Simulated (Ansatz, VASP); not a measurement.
## SnO: VASP beside Ansatz

One calculation is typed for both programs; each brings its own data sets. How far apart do they land? The cell is taken from a series of runs on this material, whose earlier steps may have relaxed, scaled, displaced or heated it; both programs get it as it stands.

Method: plane waves, with VASP 6.6.1 beside it; zone-centre phonons at PBEsol, in Ansatz 0.2.0.

**1. The structure**

Symmetry: Pmn2_1, No. 31, orthorhombic system. The conventional cell has a = 3.318 Å, b = 5.716 Å, c = 3.875 Å, α = 90.00°, β = 90.00°, γ = 90.00°. Nearest to Sn lie 3 O at 2.13 to 2.15 Å. Nearest to O lie 3 Sn at 2.13 to 2.15 Å. Farther neighbours and most contacts between anions are not listed.

Structure file:

```xyz
4
Lattice="3.3181 0.0000 0.0000 0.0000 5.7157 0.0000 0.0000 0.0000 3.8749" Properties=species:S:1:pos:R:3 pbc="T T T"
Sn    0.0000    1.3354    2.0425
Sn    1.6590    4.3803    0.1050
O     0.0000    5.0585    2.8012
O     1.6590    0.6572    0.8637
```

**2. VASP: zone-centre phonons, PBEsol**

Second derivatives magnify differences that forces hide, and they need a tight electronic threshold.

Lines of VASP's logs that name or quote its potential files are left out, and so is its time.

File INCAR:

```
SYSTEM = SnO
PREC = Accurate
ENCUT = 600
EDIFF = 1E-08
NELM = 120
ISMEAR = 0
SIGMA = 0.01
LREAL = .FALSE.
ALGO = Normal
GGA = PS
NBANDS = 26
LORBIT = 11
LWAVE = .FALSE.
LCHARG = .FALSE.
ISIF = 2
IBRION = 8
LEPSILON = .TRUE.
LASPH = .TRUE.
GGA_COMPAT = .FALSE.
EFERMI = MIDGAP
KPAR = 2
```

File POSCAR:

```
SnO
1.0
    3.3180515496      0.0000000000      0.0000000000
    0.0000000000      5.7157465697      0.0000000000
    0.0000000000      0.0000000000      3.8748874468
Sn O
2 2
Direct
    0.0000000000      0.2336433438      0.5271000597
    0.5000000000      0.7663566562      0.0271000597
    0.0000000000      0.8850126293      0.7229009403
    0.5000000000      0.1149873707      0.2229009403
```

File KPOINTS:

```
Automatic mesh
0
Gamma
8 6 8
0 0 0
```

The projector-augmented-wave data sets are Sn_d and O (PBE family, release 64).

Launch:

```sh
mpirun -np 2 vasp_std
```

Numbers of over 12 decimals in the logs are rounded to 6 here.

Log:

```text
[banner, memory and clock lines left out]
running    2 mpi-ranks, on    1 nodes
 distrk:  each k-point on    1 cores,    2 groups
 distr:  one band on    1 cores,    1 groups

 POSCAR found type information on POSCAR SnO
 POSCAR found :  2 types and       4 ions
|                                                                             |
|               ----> ADVICE to this user running VASP <----                  |
|                                                                             |
|     You enforced a specific xc type in the INCAR file but a different       |
|     [... a line on the potential file left out ...]
|     I HOPE YOU KNOW WHAT YOU ARE DOING!                                     |
|                                                                             |

 LDA part: xc-table for (Slater+PW92), standard interpolation
 POSCAR, INCAR and KPOINTS ok, starting setup
 FFT: planning ... GRIDC
 FFT: planning ... GRID_SOFT
 FFT: planning ... GRID
 WAVECAR not read
 entering main loop
       N       E                     dE             d eps       ncg     rms          rms(c)
DAV:   1     0.438367051534E+03    0.43837E+03   -0.22356E+04  5302   0.252E+03
DAV:   2     0.424527846959E+02   -0.39591E+03   -0.38455E+03  5424   0.574E+02
DAV:   3    -0.239969337595E+02   -0.66450E+02   -0.65160E+02  6140   0.202E+02
DAV:   4    -0.271525438736E+02   -0.31556E+01   -0.31397E+01  6012   0.467E+01
DAV:   5    -0.272323515124E+02   -0.79808E-01   -0.79741E-01  5950   0.796E+00    0.110E+01
DAV:   6    -0.239404223869E+02    0.32919E+01   -0.17116E+01  8488   0.486E+01    0.508E+00
DAV:   7    -0.238800180618E+02    0.60404E-01   -0.20053E+00  5996   0.920E+00    0.253E+00
DAV:   8    -0.238503454523E+02    0.29673E-01   -0.36232E-01  6920   0.429E+00    0.813E-01
DAV:   9    -0.238365776819E+02    0.13768E-01   -0.59989E-02  8324   0.269E+00    0.221E-01
DAV:  10    -0.238378321001E+02   -0.12544E-02   -0.91958E-03  7538   0.945E-01    0.152E-01
DAV:  11    -0.238373179120E+02    0.51419E-03   -0.23817E-03  7972   0.497E-01    0.226E-02
DAV:  12    -0.238373505774E+02   -0.32665E-04   -0.32158E-04  5376   0.114E-01    0.300E-02
DAV:  13    -0.238373447012E+02    0.58761E-05   -0.21876E-05  7720   0.459E-02    0.106E-02
DAV:  14    -0.238373437472E+02    0.95406E-06   -0.21845E-06  5828   0.100E-02    0.208E-03
DAV:  15    -0.238373436219E+02    0.12532E-06   -0.52179E-07  6236   0.710E-03    0.135E-03
DAV:  16    -0.238373437306E+02   -0.10877E-06   -0.11231E-07  6538   0.333E-03    0.422E-04
DAV:  17    -0.238373437194E+02    0.11240E-07   -0.18073E-08  3094   0.172E-03    0.875E-05
DAV:  18    -0.238373437199E+02   -0.54206E-09   -0.59782E-09  2668   0.579E-04
   1 F= -.23837344E+02 E0= -.23837344E+02  d E =0.000000E+00
 Linear response reoptimize wavefunctions to high precision
DAV:   1    -0.238373437225E+02   -0.25329E-08   -0.92350E-10  2712   0.282E-04
DAV:   2    -0.238373437225E+02   -0.19099E-10   -0.22794E-10  2662   0.134E-04
 Linear response G [H, r] |phi>, progress :
  Direction:   1
       N       E                     dE             d eps       ncg     rms
 LRF_COMMUTATOR internal error: the vector H(1)-e(1) S(1) |phi(0)> is not orthog
 onal to |phi(0)> (-1.015056478092663E-004,3.819861094100929E-015)
RMM:   1    -0.677941351575E+02   -0.67794E+02    0.15676E+03  5843   0.369E+02
 LRF_COMMUTATOR internal error: the vector H(1)-e(1) S(1) |phi(0)> is not orthog
 onal to |phi(0)> (-1.015056478092663E-004,3.819861094100929E-015)
RMM:   2    -0.123266618879E+03   -0.55472E+02   -0.88252E+01  9100   0.662E+01
 LRF_COMMUTATOR internal error: the vector H(1)-e(1) S(1) |phi(0)> is not orthog
 onal to |phi(0)> (-1.015056478092663E-004,3.819861094100929E-015)
RMM:   3    -0.123098764731E+03    0.16785E+00   -0.52678E+00  9894   0.146E+01
RMM:   4    -0.123081979793E+03    0.16785E-01   -0.56820E-01 10662   0.378E+00
RMM:   5    -0.123062782140E+03    0.19198E-01   -0.65833E-02 10749   0.120E+00
RMM:   6    -0.123063639375E+03   -0.85724E-03   -0.13095E-02 10927   0.378E-01
RMM:   7    -0.123062869098E+03    0.77028E-03    0.15188E-03 11016   0.135E-01
RMM:   8    -0.123063121519E+03   -0.25242E-03    0.72106E-04 11370   0.506E-02
RMM:   9    -0.123063234151E+03   -0.11263E-03   -0.72633E-05 11316   0.209E-02
RMM:  10    -0.123063295888E+03   -0.61738E-04   -0.76402E-04 11354   0.929E-03
RMM:  11    -0.123063269420E+03    0.26469E-04   -0.43046E-04 11146   0.526E-03
RMM:  12    -0.123063301849E+03   -0.32430E-04   -0.74941E-04 10064   0.372E-03
RMM:  13    -0.123063271384E+03    0.30466E-04   -0.48675E-04  8054   0.308E-03
RMM:  14    -0.123063253085E+03    0.18298E-04   -0.23764E-04  6615   0.297E-03
RMM:  15    -0.123063258451E+03   -0.53656E-05   -0.39862E-04  5893   0.292E-03
RMM:  16    -0.123063246043E+03    0.12408E-04   -0.15166E-04  5616   0.290E-03
 Linear response G [H, r] |phi>, progress :
[...]
Linear response DOF=           6
 Linear response progress:
  Degree of freedom:   1/  6
       N       E                     dE             d eps       ncg     rms          rms(c)
RMM:   1    -0.206737550485E+00   -0.20674E+00    0.76411E-01 13323   0.113E+01
RMM:   2    -0.212730733649E+00   -0.59932E-02   -0.19461E-02 18037   0.104E+00    0.778E-02
RMM:   3    -0.212549965099E+00    0.18077E-03   -0.15149E-03 18519   0.244E-01    0.408E-02
[...]
Born effective charge ion    1 direction 2 :   0.000   2.973  -0.501
 Linear response progress:
  Degree of freedom:   3/  6
       N       E                     dE             d eps       ncg     rms          rms(c)
RMM:   1    -0.211278909779E+00   -0.21128E+00    0.10112E+00  8830   0.124E+01
RMM:   2    -0.217424508068E+00   -0.61456E-02   -0.16571E-02 11821   0.107E+00    0.934E-02
RMM:   3    -0.217380908457E+00    0.43600E-04   -0.17652E-03 12333   0.289E-01    0.464E-02
RMM:   4    -0.217119693490E+00    0.26121E-03   -0.18421E-04 12693   0.875E-02    0.241E-02
RMM:   5    -0.217015434188E+00    0.10426E-03   -0.63230E-05 12671   0.367E-02    0.988E-03
RMM:   6    -0.216995484429E+00    0.19950E-04    0.21384E-05 12670   0.114E-02    0.380E-03
RMM:   7    -0.217008915082E+00   -0.13431E-04   -0.83351E-07 12053   0.451E-03    0.126E-03
RMM:   8    -0.217011949531E+00   -0.30344E-05    0.81493E-06 13117   0.188E-03    0.665E-04
RMM:   9    -0.217015260044E+00   -0.33105E-05   -0.39446E-07 11756   0.104E-03    0.138E-04
RMM:  10    -0.217015670903E+00   -0.41086E-06    0.59385E-07 13578   0.383E-04    0.406E-05
RMM:  11    -0.217016073361E+00   -0.40246E-06   -0.11307E-06 13966   0.136E-04    0.127E-05
RMM:  12    -0.217015955641E+00    0.11772E-06    0.18794E-07 13853   0.569E-05    0.399E-06
RMM:  13    -0.217015991656E+00   -0.36015E-07   -0.16200E-07 13754   0.282E-05    0.145E-06
RMM:  14    -0.217015961432E+00    0.30224E-07    0.60612E-08 13873   0.156E-05    0.784E-07
RMM:  15    -0.217015971633E+00   -0.10201E-07   -0.76269E-08 12706   0.102E-05    0.275E-07
RMM:  16    -0.217015958685E+00    0.12948E-07    0.29394E-08  8744   0.774E-06    0.847E-08
 first order change of Fermi-energy  -0.75906E+00
 force on displaced ion       1 direction 3 :   0.000  -1.706  -6.814
 Born effective charge ion    1 direction 3 :   0.000   0.133   2.424
 Linear response progress:
  Degree of freedom:   4/  6
       N       E                     dE             d eps       ncg     rms          rms(c)
RMM:   1    -0.370978663766E+00   -0.37098E+00    0.34443E-01 20004   0.338E+00
RMM:   2    -0.358879726187E+00    0.12099E-01   -0.68270E-03 15709   0.914E-01    0.133E-01
RMM:   3    -0.360617373131E+00   -0.17376E-02   -0.12450E-03 17857   0.245E-01    0.699E-02
RMM:   4    -0.362059063136E+00   -0.14417E-02   -0.43711E-04 17485   0.127E-01    0.149E-02
RMM:   5    -0.362074542892E+00   -0.15480E-04   -0.10125E-05 18607   0.264E-02    0.520E-03
RMM:   6    -0.362011541101E+00    0.63002E-04   -0.68305E-07 18679   0.821E-03    0.130E-03
RMM:   7    -0.362019868024E+00   -0.83269E-05    0.20766E-07 18973   0.221E-03    0.480E-04
RMM:   8    -0.362013942893E+00    0.59251E-05   -0.30419E-07 18966   0.743E-04    0.132E-04
RMM:   9    -0.362012447494E+00    0.14954E-05    0.42928E-08 19366   0.234E-04    0.612E-05
RMM:  10    -0.362012818089E+00   -0.37059E-06   -0.15047E-07 19650   0.860E-05    0.901E-06
RMM:  11    -0.362012847568E+00   -0.29480E-07    0.40454E-08 20633   0.289E-05    0.539E-06
RMM:  12    -0.362012850095E+00   -0.25265E-08    0.58664E-09 19359   0.120E-05    0.199E-06
 first order change of Fermi-energy   0.16768E-03
 force on displaced ion       3 direction 1 :  -7.692  -0.002   0.000
 Born effective charge ion    3 direction 1 :  -2.987  -0.000  -0.000
 Linear response progress:
  Degree of freedom:   5/  6
       N       E                     dE             d eps       ncg     rms          rms(c)
RMM:   1    -0.384336077496E+00   -0.38434E+00    0.36325E-01 13418   0.344E+00
RMM:   2    -0.372724413695E+00    0.11612E-01   -0.82041E-03 10422   0.919E-01    0.145E-01
RMM:   3    -0.374103572826E+00   -0.13792E-02   -0.15190E-03 11624   0.272E-01    0.737E-02
RMM:   4    -0.375055764012E+00   -0.95219E-03   -0.23684E-04 11791   0.117E-01    0.268E-02
RMM:   5    -0.375345304368E+00   -0.28954E-03   -0.17718E-05 11792   0.383E-02    0.103E-02
RMM:   6    -0.375367969531E+00   -0.22665E-04    0.39778E-05 11322   0.168E-02    0.261E-03
RMM:   7    -0.375364800937E+00    0.31686E-05    0.10560E-05 12416   0.590E-03    0.144E-03
RMM:   8    -0.375361031453E+00    0.37695E-05   -0.12655E-06 11178   0.243E-03    0.610E-04
RMM:   9    -0.375360205100E+00    0.82635E-06    0.29395E-06 12213   0.108E-03    0.136E-04
RMM:  10    -0.375360932694E+00   -0.72759E-06    0.24930E-06 12340   0.362E-04    0.709E-05
RMM:  11    -0.375361076013E+00   -0.14332E-06    0.56315E-07 12883   0.130E-04    0.171E-05
RMM:  12    -0.375361090674E+00   -0.14662E-07    0.25350E-07 13669   0.438E-05    0.611E-06
RMM:  13    -0.375361123321E+00   -0.32647E-07    0.53743E-08 13102   0.204E-05    0.170E-06
RMM:  14    -0.375361125422E+00   -0.21003E-08    0.12085E-08 12841   0.116E-05    0.566E-07
 first order change of Fermi-energy   0.35001E+00
 force on displaced ion       3 direction 2 :   0.000  -9.697   4.012
 Born effective charge ion    3 direction 2 :   0.000  -2.973   1.281
 Linear response progress:
  Degree of freedom:   6/  6
       N       E                     dE             d eps       ncg     rms          rms(c)
RMM:   1    -0.376156639684E+00   -0.37616E+00    0.32512E-01 13421   0.334E+00
RMM:   2    -0.365479475311E+00    0.10677E-01   -0.82612E-03 10446   0.846E-01    0.136E-01
RMM:   3    -0.366870854773E+00   -0.13914E-02   -0.13069E-03 11789   0.248E-01    0.689E-02
RMM:   4    -0.367978217718E+00   -0.11074E-02   -0.41189E-04 11457   0.110E-01    0.246E-02
RMM:   5    -0.368222087490E+00   -0.24387E-03   -0.30684E-05 11993   0.361E-02    0.969E-03
RMM:   6    -0.368224347782E+00   -0.22603E-05   -0.82470E-06 11190   0.125E-02    0.259E-03
RMM:   7    -0.368216087712E+00    0.82601E-05   -0.22301E-06 12379   0.470E-03    0.106E-03
RMM:   8    -0.368213377371E+00    0.27103E-05   -0.23166E-06 11218   0.189E-03    0.488E-04
RMM:   9    -0.368212199886E+00    0.11775E-05   -0.40124E-07 12316   0.785E-04    0.110E-04
RMM:  10    -0.368212665302E+00   -0.46542E-06    0.64200E-08 12246   0.291E-04    0.450E-05
RMM:  11    -0.368212651396E+00    0.13906E-07    0.15200E-07 12973   0.103E-04    0.144E-05
RMM:  12    -0.368212666108E+00   -0.14712E-07   -0.17775E-08 13341   0.391E-05    0.304E-06
RMM:  13    -0.368212660929E+00    0.51785E-08    0.66394E-09 13457   0.163E-05    0.150E-06
 first order change of Fermi-energy   0.75923E+00
 force on displaced ion       3 direction 3 :   0.000   4.022  -7.072
 Born effective charge ion    3 direction 3 :   0.000   0.870  -2.424
 Born effective charges drift removed
 Linear response finished
```

(Continued in part 2 of 3.)

[Lines on the potential files, build, host, timing and source positions are cut from VASP's logs without a mark.]

[Logs are printed without paths, hosts, clocks, repeated set-up lines and the standing remarks that a program may print on its own settings, such as how far it seeks lower states.]

[Hosts, paths, dates, database ids (printed as entryN), source tags and the programs' standing remarks are cut or masked in the printed files.]
